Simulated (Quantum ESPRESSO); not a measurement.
# Ag (Fm-3m) in Quantum ESPRESSO: notebook

One crystal, Ag, is run at these levels: PBE; tasks: single point, equation of state.

Program: Quantum ESPRESSO 7.5. These are calculated values, not measurements. Logs are shortened: lines on timing, memory, paths and dates and some standing lists are left out, and cuts for length are marked.

**1. Starting point**

It takes space group Fm-3m (No. 225, cubic). The conventional cell has a = 4.085 Å, b = 4.085 Å, c = 4.085 Å, α = 90.00°, β = 90.00°, γ = 90.00°. Ag (site symmetry m-3m) is surrounded by 12 Ag at 2.89 Å.

**2. Single point, PBE, 16.03 Å³/atom**

Input file pw.in:

```
&CONTROL
  calculation = 'scf'
  prefix = 'pwscf'
  outdir = './tmp'
  pseudo_dir = './pseudo'
  tprnfor = .true.
  tstress = .true.
  disk_io = 'nowf'
/
&SYSTEM
  ibrav = 0
  nat = 1
  ntyp = 1
  ecutwfc = 82
  nbnd = 16
  occupations = 'smearing'
  smearing = 'fd'
  degauss = 0.00367493
/
&ELECTRONS
  conv_thr = 2d-10
  electron_maxstep = 120
  mixing_beta = 0.5
/
ATOMIC_SPECIES
Ag   107.8682 Ag.upf
CELL_PARAMETERS angstrom
   0.0000000000    2.0010495236    2.0010495236
   2.0010495236    0.0000000000    2.0010495236
   2.0010495236    2.0010495236    0.0000000000
ATOMIC_POSITIONS crystal
Ag     0.0000000000    0.0000000000    0.0000000000
K_POINTS automatic
11 11 11 0 0 0
```

Potentials or basis: PseudoDojo 0.5 SR PBE standard.

Started as:

```sh
$ OMP_NUM_THREADS=1 pw.x -in pw.in > pw.out
```

pw.out:

```text
This program is part of the open-source Quantum ESPRESSO suite
     for quantum simulation of materials; please cite
         "P. Giannozzi et al., J. Phys.:Condens. Matter 21 395502 (2009);
         "P. Giannozzi et al., J. Phys.:Condens. Matter 29 465901 (2017);
         "P. Giannozzi et al., J. Chem. Phys. 152 154105 (2020);
     in publications or presentations arising from this work. More details at

     Message from routine setup:
     using ibrav=0 with symmetry is DISCOURAGED, use correct ibrav instead

     G-vector sticks info
     --------------------
     sticks:   dense  smooth     PW     G-vecs:    dense   smooth      PW
     Sum         649     649    199                10969    10969    1917

     Using Slab Decomposition

     bravais-lattice index     =            0
     lattice parameter (alat)  =       5.3478  a.u.
     unit-cell volume          =     108.1434 (a.u.)^3
     number of atoms/cell      =            1
     number of atomic types    =            1
     number of electrons       =        19.00
     number of Kohn-Sham states=           16
     kinetic-energy cutoff     =      82.0000  Ry
     charge density cutoff     =     328.0000  Ry
     scf convergence threshold =      2.0E-10
     mixing beta               =       0.5000
     number of iterations used =            8  plain     mixing
     Exchange-correlation= PBE
                           (   1   4   3   4   0   0   0)

     celldm(1)=   5.347757  celldm(2)=   0.000000  celldm(3)=   0.000000
     celldm(4)=   0.000000  celldm(5)=   0.000000  celldm(6)=   0.000000

     crystal axes: (cart. coord. in units of alat)
               a(1) = (   0.000000   0.707107   0.707107 )
               a(2) = (   0.707107   0.000000   0.707107 )
               a(3) = (   0.707107   0.707107   0.000000 )

     reciprocal axes: (cart. coord. in units 2 pi/alat)
               b(1) = ( -0.707107  0.707107  0.707107 )
               b(2) = (  0.707107 -0.707107  0.707107 )
               b(3) = (  0.707107  0.707107 -0.707107 )

     PseudoPot. # 1 for Ag read from file:
     Ag.upf
     Pseudo is Norm-conserving + core correction, Zval = 19.0
     Generated using ONCVPSP code by D. R. Hamann
     Using radial grid of 1538 points,  6 beta functions with:
                l(1) =   0
                l(2) =   0
                l(3) =   1
                l(4) =   1
                l(5) =   2
                l(6) =   2

     atomic species   valence    mass     pseudopotential
     Ag               19.00   107.86820     Ag( 1.00)

     48 Sym. Ops., with inversion, found

   Cartesian axes

     site n.     atom                  positions (alat units)
         1        Ag     tau(   1) = (   0.0000000   0.0000000   0.0000000  )

     number of k points=    56  Fermi-Dirac smearing, width (Ry)=  0.0037
                       cart. coord. in units 2pi/alat
        k(    1) = (   0.0000000   0.0000000   0.0000000), wk =   0.0015026
        k(    2) = (   0.0642824   0.0642824  -0.0642824), wk =   0.0120210
        k(    3) = (   0.1285649   0.1285649  -0.1285649), wk =   0.0120210
        k(    4) = (   0.1928473   0.1928473  -0.1928473), wk =   0.0120210
        k(    5) = (   0.2571297   0.2571297  -0.2571297), wk =   0.0120210
        k(    6) = (   0.3214122   0.3214122  -0.3214122), wk =   0.0120210
[... 48 lines left out ...]
        k(   55) = (  -0.0642824  -0.4499770   0.7071068), wk =   0.0360631
        k(   56) = (   0.0000000  -0.3856946   0.6428243), wk =   0.0360631

     Dense  grid:    10969 G-vectors     FFT dimensions: (  32,  32,  32)

     Initial potential from superposition of free atoms

     starting charge      18.9995, renormalised to      19.0000
     Starting wfcs are   10 randomized atomic wfcs +    6 random wfcs

     Self-consistent Calculation

     iteration #  1     ecut=    82.00 Ry     beta= 0.50
     Davidson diagonalization with overlap
     ethr =  1.00E-02,  avg # of iterations =  4.8

     Threshold (ethr) on eigenvalues was too large:
     Diagonalizing with lowered threshold

     Davidson diagonalization with overlap
     ethr =  3.43E-04,  avg # of iterations =  1.3

     total energy              =    -310.01447441 Ry
     estimated scf accuracy    <       0.06515360 Ry

     iteration #  2     ecut=    82.00 Ry     beta= 0.50
     Davidson diagonalization with overlap
     ethr =  3.43E-04,  avg # of iterations =  2.0
[... 36 lines left out ...]
     total energy              =    -310.03346054 Ry
     estimated scf accuracy    <          8.0E-10 Ry

     iteration #  8     ecut=    82.00 Ry     beta= 0.50
     Davidson diagonalization with overlap
     ethr =  4.21E-12,  avg # of iterations =  2.0

     End of self-consistent calculation

          k = 0.0000 0.0000 0.0000 (  1363 PWs)   bands (ev):

   -73.2805 -36.6457 -36.6457 -36.6457  10.6478  13.8689  13.8689  13.8689
    15.0274  15.0274  35.2359  39.1435  39.1435  39.1435  44.0048  45.2655

          k = 0.0643 0.0643-0.0643 (  1375 PWs)   bands (ev):

   -73.2786 -36.6624 -36.6481 -36.6481  10.9169  13.8056  13.9448  13.9448
    14.9996  14.9996  35.2493  37.2821  39.2737  39.2737  43.7361  44.9447

          k = 0.1286 0.1286-0.1286 (  1363 PWs)   bands (ev):
[... 96 lines left out ...]
   -73.2553 -36.8239 -36.7214 -36.6819  12.7170  13.5795  14.3215  14.5337
    15.5360  19.3729  24.7312  31.3565  35.9858  36.5148  43.5571  44.4837

          k =-0.0643-0.3214 0.3214 (  1349 PWs)   bands (ev):

   -73.2593 -36.7952 -36.7146 -36.6717  12.9101  13.6633  14.1081  14.4062
    15.0421  17.5585  27.9930  31.2376  36.7659  38.5849  41.7341  44.4602

          k = 0.0000-0.2571 0.2571 (  1354 PWs)   bands (ev):

   -73.2649 -36.7601 -36.6957 -36.6619  12.8009  13.4127  14.0905  14.5523
    14.5851  16.2538  31.3326  31.7765  38.1153  39.9229  40.8412  44.6424

          k = 0.3857 0.0000-0.0000 (  1351 PWs)   bands (ev):

   -73.2627 -36.7603 -36.6913 -36.6913  12.5835  12.8614  14.9984  14.9984
    15.2457  15.5024  33.5268  33.5268  34.2165  36.2140  37.8031  47.6040

          k = 0.4500 0.0643-0.0643 (  1350 PWs)   bands (ev):
[... 36 lines left out ...]
   -73.2500 -36.8242 -36.7478 -36.7153  12.3552  12.6593  15.0922  15.4351
    15.9981  21.5149  26.3086  27.2212  31.3097  36.5074  41.3446  47.8625

          k =-0.0000-0.5143 0.5143 (  1350 PWs)   bands (ev):

   -73.2502 -36.8043 -36.7745 -36.7068  12.5875  13.1065  14.4867  15.1820
    15.7732  23.7950  23.8068  26.5529  32.5744  36.2985  44.8279  46.8708

          k = 0.6428-0.0000 0.0000 (  1350 PWs)   bands (ev):

   -73.2499 -36.8399 -36.7239 -36.7239  12.0717  12.2276  15.8632  16.0853
    16.0853  19.8899  26.8200  30.0987  30.0987  36.7155  36.9456  49.5793

          k =-0.0000-0.6428 0.6428 (  1344 PWs)   bands (ev):

   -73.2493 -36.8390 -36.7326 -36.7232  12.1246  12.2964  15.7797  15.8270
    16.1055  20.9511  26.1502  28.7181  30.2530  36.7351  38.3280  48.9907

          k = 0.2571 0.1286 0.0000 (  1352 PWs)   bands (ev):

   -73.2696 -36.7255 -36.6763 -36.6615  12.2023  13.3840  14.1726  14.4070
    14.7973  15.4456  33.5917  33.8520  38.0802  38.2191  42.3828  43.6397

          k = 0.3214 0.1928-0.0643 (  1356 PWs)   bands (ev):

   -73.2638 -36.7691 -36.6922 -36.6694  12.7132  13.5151  13.9568  14.4937
    15.1172  16.2336  30.1326  33.2066  36.5929  38.9227  42.1326  43.6217

          k = 0.3857 0.2571-0.1286 (  1356 PWs)   bands (ev):
[... 26 lines left out ...]
   -73.2526 -36.8202 -36.7422 -36.6967  12.8958  13.3309  14.1814  14.6508
    15.7898  21.6012  23.4388  30.2598  32.5276  37.8874  43.3163  47.3011

          k =-0.0643-0.3214 0.4500 (  1351 PWs)   bands (ev):

   -73.2545 -36.8078 -36.7400 -36.6884  13.0866  13.4220  13.8712  14.7425
    15.4706  19.5110  26.2588  29.6708  33.7428  38.6677  42.2742  46.6165

          k = 0.0000-0.2571 0.3857 (  1358 PWs)   bands (ev):

   -73.2587 -36.7895 -36.7212 -36.6778  13.2699  13.3207  13.6863  14.8925
    15.0119  17.6446  29.5607  29.7672  35.1704  40.1492  40.5692  45.5394

          k = 0.5143 0.1286 0.0000 (  1348 PWs)   bands (ev):

   -73.2542 -36.8099 -36.7206 -36.7086  12.5573  12.6135  14.8322  15.6355
    15.6606  18.2919  29.9815  30.2135  30.6138  37.7826  38.8824  47.2759

          k =-0.1286-0.5143 0.6428 (  1348 PWs)   bands (ev):

   -73.2514 -36.8171 -36.7411 -36.7136  12.5673  12.8059  14.5824  15.3705
    15.9428  20.4874  26.9776  28.8864  30.2632  37.9865  41.4458  46.2807

          k =-0.0643-0.4500 0.5785 (  1351 PWs)   bands (ev):

   -73.2504 -36.8067 -36.7663 -36.7104  12.7210  13.1489  14.2278  15.0888
    15.9016  23.0782  24.1659  27.6059  31.0333  38.0008  44.4301  45.5392

          k = 0.0000-0.3857 0.5143 (  1348 PWs)   bands (ev):

   -73.2516 -36.7940 -36.7757 -36.7005  13.0073  13.4898  13.7593  14.9263
    15.6429  21.6393  25.7881  27.1174  32.3008  38.2957  43.5723  48.0928

          k =-0.0643-0.5785 0.7071 (  1357 PWs)   bands (ev):

   -73.2499 -36.8316 -36.7332 -36.7237  12.2689  12.4072  15.3726  15.7177
    16.0848  20.7891  26.8905  29.1032  29.1788  37.7728  38.7352  48.1150

          k =-0.0000-0.5143 0.6428 (  1348 PWs)   bands (ev):
[... 11 lines left out ...]
   -73.2509 -36.8036 -36.7633 -36.7108  13.0290  13.2690  13.7729  15.0006
    15.8868  22.1803  25.0107  28.6080  29.8507  40.1358  42.3396  46.5320

          k =-0.0643-0.4500 0.7071 (  1365 PWs)   bands (ev):

   -73.2497 -36.8093 -36.7583 -36.7232  12.7187  12.9392  14.2634  15.2386
    16.0830  22.5843  27.0108  27.0257  28.0766  40.1570  42.1337  45.0326

          k = 0.0000-0.3857 0.6428 (  1358 PWs)   bands (ev):

   -73.2495 -36.7912 -36.7799 -36.7221  12.8648  13.3282  13.7940  15.0408
    16.0802  24.5268  24.6788  26.6589  28.5233  40.8033  43.2330  44.9975

     the Fermi energy is    19.1064 ev

!    total energy              =    -310.03346054 Ry
     estimated scf accuracy    <          1.4E-10 Ry
     smearing contrib. (-TS)   =      -0.00013342 Ry
     internal energy E=F+TS    =    -310.03332712 Ry

     The total energy is F=E-TS. E is the sum of the following terms:
     one-electron contribution =    -113.11265584 Ry
     hartree contribution      =      68.29754016 Ry
     xc contribution           =     -46.36809726 Ry
     ewald contribution        =    -218.85011418 Ry

     convergence has been achieved in   8 iterations

     Forces acting on atoms (cartesian axes, Ry/au):

     atom    1 type  1   force =     0.00000000    0.00000000    0.00000000

     Total force =     0.000000     Total SCF correction =     0.000000

     Computing stress (Cartesian axis) and pressure

          total   stress  (Ry/bohr**3)                   (kbar)     P=      128.38
   0.00087273  -0.00000000  -0.00000000          128.38       -0.00       -0.00
  -0.00000000   0.00087273  -0.00000000           -0.00      128.38       -0.00
  -0.00000000   0.00000000   0.00087273           -0.00        0.00      128.38

=------------------------------------------------------------------------------=
   JOB DONE.
=------------------------------------------------------------------------------=
```

It took 8.9 s on 1 thread of Arm Neoverse V2, shared host; peak memory 0.05 GiB.

What came out:

```yaml
Free_energy: -4218.2201 eV
Pressure: 12.8 GPa
Band_gap_on_the_k_mesh: none (metal or under the smearing width)
```

**3. Single point, PBE, 16.37 Å³/atom**

pw.in, as its differences from that of step 2:

```diff
@@ -27,5 +27,5 @@
 CELL_PARAMETERS angstrom
-   0.0000000000    2.0010495236    2.0010495236
-   2.0010495236    0.0000000000    2.0010495236
-   2.0010495236    2.0010495236    0.0000000000
+   0.0000000000    2.0151418859    2.0151418859
+   2.0151418859    0.0000000000    2.0151418859
+   2.0151418859    2.0151418859    0.0000000000
 ATOMIC_POSITIONS crystal
```

Potentials or basis: PseudoDojo 0.5 SR PBE standard.

Started as:

```sh
$ OMP_NUM_THREADS=1 pw.x -in pw.in > pw.out
```

Run time: 9.7 s. Hardware: 1 thread of Arm Neoverse V2, shared host; peak memory 0.05 GiB.

The run converged. Its results:

```yaml
Free_energy: -4218.2444 eV
Pressure: 9.6 GPa
Band_gap_on_the_k_mesh: none (metal or under the smearing width)
```

**4. Single point, PBE, 16.71 Å³/atom**

pw.in, as its differences from that of step 3:

```diff
@@ -27,5 +27,5 @@
 CELL_PARAMETERS angstrom
-   0.0000000000    2.0151418859    2.0151418859
-   2.0151418859    0.0000000000    2.0151418859
-   2.0151418859    2.0151418859    0.0000000000
+   0.0000000000    2.0290398554    2.0290398554
+   2.0290398554    0.0000000000    2.0290398554
+   2.0290398554    2.0290398554    0.0000000000
 ATOMIC_POSITIONS crystal
```

Started as:

```sh
$ OMP_NUM_THREADS=1 pw.x -in pw.in > pw.out
```

It took 9.9 s on 1 thread of Arm Neoverse V2, shared host; peak memory 0.05 GiB.

Results (log left out):

| Item | Value |
| --- | --- |
| Free energy | -4218.2621 eV |
| Pressure | 6.8 GPa |
| Band gap on the k mesh | none (metal or under the smearing width) |

**5. Single point, PBE, 17.05 Å³/atom**

pw.in, as its differences from that of step 4:

```diff
@@ -27,5 +27,5 @@
 CELL_PARAMETERS angstrom
-   0.0000000000    2.0290398554    2.0290398554
-   2.0290398554    0.0000000000    2.0290398554
-   2.0290398554    2.0290398554    0.0000000000
+   0.0000000000    2.0427500000    2.0427500000
+   2.0427500000    0.0000000000    2.0427500000
+   2.0427500000    2.0427500000    0.0000000000
 ATOMIC_POSITIONS crystal
```

Started as:

```sh
$ OMP_NUM_THREADS=1 pw.x -in pw.in > pw.out
```

It took 10 s on 1 thread of Arm Neoverse V2, shared host; peak memory 0.05 GiB.

It converged, with:

```
Free energy            : -4218.2742 eV
Pressure               : 4.3 GPa
Band gap on the k mesh : none (metal or under the smearing width)
```

**6. Single point, PBE, 17.39 Å³/atom**

pw.in, as its differences from that of step 5:

```diff
@@ -27,5 +27,5 @@
 CELL_PARAMETERS angstrom
-   0.0000000000    2.0427500000    2.0427500000
-   2.0427500000    0.0000000000    2.0427500000
-   2.0427500000    2.0427500000    0.0000000000
+   0.0000000000    2.0562785400    2.0562785400
+   2.0562785400    0.0000000000    2.0562785400
+   2.0562785400    2.0562785400    0.0000000000
 ATOMIC_POSITIONS crystal
```

Potentials or basis: PseudoDojo 0.5 SR PBE standard.

Started as:

```sh
$ OMP_NUM_THREADS=1 pw.x -in pw.in > pw.out
```

It took 9.2 s on 1 thread of Arm Neoverse V2, shared host; peak memory 0.05 GiB.

It converged, with:

| Item | Value |
| --- | --- |
| Free energy | -4218.2813 eV |
| Pressure | 2.1 GPa |
| Band gap on the k mesh | none (metal or under the smearing width) |

**7. Single point, PBE, 17.73 Å³/atom**

pw.in, as its differences from that of step 6:

```diff
@@ -27,5 +27,5 @@
 CELL_PARAMETERS angstrom
-   0.0000000000    2.0562785400    2.0562785400
-   2.0562785400    0.0000000000    2.0562785400
-   2.0562785400    2.0562785400    0.0000000000
+   0.0000000000    2.0696313722    2.0696313722
+   2.0696313722    0.0000000000    2.0696313722
+   2.0696313722    2.0696313722    0.0000000000
 ATOMIC_POSITIONS crystal
```

Started as:

```sh
$ OMP_NUM_THREADS=1 pw.x -in pw.in > pw.out
```

Wall time 9.3 s (1 thread of Arm Neoverse V2, shared host); peak memory 0.05 GiB.

The run converged. Its results:

```yaml
Free_energy: -4218.2841 eV
Pressure: 0.2 GPa
Band_gap_on_the_k_mesh: none (metal or under the smearing width)
```

**8. Single point, PBE, 18.07 Å³/atom**

pw.in, as its differences from that of step 7:

```diff
@@ -27,5 +27,5 @@
 CELL_PARAMETERS angstrom
-   0.0000000000    2.0696313722    2.0696313722
-   2.0696313722    0.0000000000    2.0696313722
-   2.0696313722    2.0696313722    0.0000000000
+   0.0000000000    2.0828140930    2.0828140930
+   2.0828140930    0.0000000000    2.0828140930
+   2.0828140930    2.0828140930    0.0000000000
 ATOMIC_POSITIONS crystal
```

Started as:

```sh
$ OMP_NUM_THREADS=1 pw.x -in pw.in > pw.out
```

Wall time 17 s (1 thread of Arm Neoverse V2, shared host); peak memory 0.05 GiB.

The run converged. Its results:

```
Free energy            : -4218.2831 eV
Pressure               : -1.5 GPa
Band gap on the k mesh : none (metal or under the smearing width)
```

**9. Equation of state, PBE**

Potentials or basis: PseudoDojo 0.5 SR PBE standard.

This step only gathers the single runs of the series.

What came out:

| Property | Result |
| --- | --- |
| Equilibrium volume | 17.81 Å³/atom |
| Bulk modulus | 90 GPa |
| Pressure derivative of the bulk modulus | 6.2 |

Energy against volume, from the lowest point:
```
volume (Å³/atom)  energy (meV/atom)
          16.025              63.99
          16.366              39.75
          16.707              21.99
          17.048               9.90
          17.389               2.78
          17.730               0.00
          18.071               0.97
```

PBE usually gives volumes a little too large and moduli too small. Zero-point motion and thermal expansion aren't in these numbers.
